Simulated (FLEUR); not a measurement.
SnO2 (Cassiterite):

```
CELL_PARAMETERS angstrom
4.73800 0.00000 0.00000
0.00000 4.73800 0.00000
0.00000 0.00000 3.18650
ATOMIC_POSITIONS crystal
Sn 0.50000 0.50000 0.50000
Sn 0.00000 0.00000 0.00000
O 0.80710 0.19290 0.50000
O 0.69290 0.69290 0.00000
O 0.19290 0.80710 0.50000
O 0.30710 0.30710 0.00000
```

| Property | Result |
| --- | --- |
| Program | FLEUR MaX-R8.1 (later development tree) |
| Task | single point |
| Functional | PBEsol |
| Potentials or basis | all-electron |
| Basis | FLAPW |
| Kmax | 4.93 1/bohr |
| k mesh | 6 × 6 × 8 |
| Occupations | fermi-dirac, width 0.05 eV |
| Spin | no spin polarisation |
| Gmax | 15.3 1/bohr |
| Muffin-tin radii | Sn 2.02, O 1.46 bohr |
| lmax | Sn 8, O 8 |
| lnonsphr | Sn 8, O 8 |
| Local orbitals a species | Sn 5, O 3 |
| Max iterations | 60 |
| Mixing factor | 0.05 |
| Mixer | Anderson |
| Mixer history | 15 |

On this cell: largest force 0.205 eV/Å; band gap on the k mesh 1.18 eV, direct.

The same run follows on a disturbed copy (atoms moved at random, drawn with an rms of 0.05 Å):

```
Sn O
1.0
     4.73800    0.00000    0.00000
     0.00000    4.73800    0.00000
     0.00000    0.00000    3.18650
Sn O
2 4
Direct
  0.50136 0.50951 0.49746
  0.99024 0.00615 0.99822
  0.80742 0.19471 0.50555
  0.69731 0.69922 0.00342
  0.20807 0.81229 0.50986
  0.30845 0.30649 0.98763
```

**Question.** What does the disturbed cell give?

**Answer.** The energy moves by +17.3 meV/atom; largest force 1.689 eV/Å; band gap on the k mesh 1.07 eV, direct.

Forces on the atoms (eV/Å):
```
Sn  -0.245 -0.804 -0.067
Sn   1.592 -0.208  0.524
O   -0.443  0.512 -0.424
O    0.013 -0.295 -0.133
O   -0.996  0.653 -0.397
O    0.078  0.143  0.497
```

Caveats: spin-orbit coupling is left out, which moves the levels of the heavy elements.

